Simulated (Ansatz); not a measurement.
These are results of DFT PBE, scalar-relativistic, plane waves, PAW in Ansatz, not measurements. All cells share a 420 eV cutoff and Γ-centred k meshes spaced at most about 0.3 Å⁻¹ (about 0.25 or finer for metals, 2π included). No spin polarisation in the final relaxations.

All energies are static (0 K, no zero-point motion).

Compare these two cells of Ge, each relaxed at this level.

A.

```
CELL_PARAMETERS angstrom
2.87889 0.00000 0.00000
-1.43944 2.49319 0.00000
0.00000 0.00000 2.69326
ATOMIC_POSITIONS crystal
Ge 0.00000 0.00000 0.00000
```

B.

```
CELL_PARAMETERS angstrom
3.46154 -3.57150 0.00000
3.46154 3.57150 0.00000
0.00000 0.00000 3.73843
ATOMIC_POSITIONS crystal
Ge 0.45904 0.17604 0.25000
Ge 0.54096 0.82396 0.75000
Ge 0.82396 0.54096 0.25000
Ge 0.17604 0.45904 0.75000
```

Task: Which would you expect to be lower, and how large is the difference?

Result: A is lower, by 39 meV/atom. A has the simple hexagonal type, space group P6/mmm (No. 191), 19.3 Å³/atom and no gap on its mesh; B has space group Cmcm (No. 63), 23.1 Å³/atom and no gap. Counting all near atoms (those within 1.25 times the shortest such distance or 1.15 times the sum of covalent radii), A has Ge 8 and B has Ge 5. The denser one is the lower, and pressure would at first widen the difference. In A, around Ge lie 2 Ge at 2.69 Å and 6 Ge at 2.88 Å. In B, around Ge lie 5 Ge at 2.53–2.75 Å. Both come from invented guesses. The part of the Crystallography Open Database at hand lists Ge in space groups No. 64, 96, 227; no cell shown has one of them.

With atoms moved at random, Cmcm came back. Other cells relaxed within their symmetry can be saddle points.
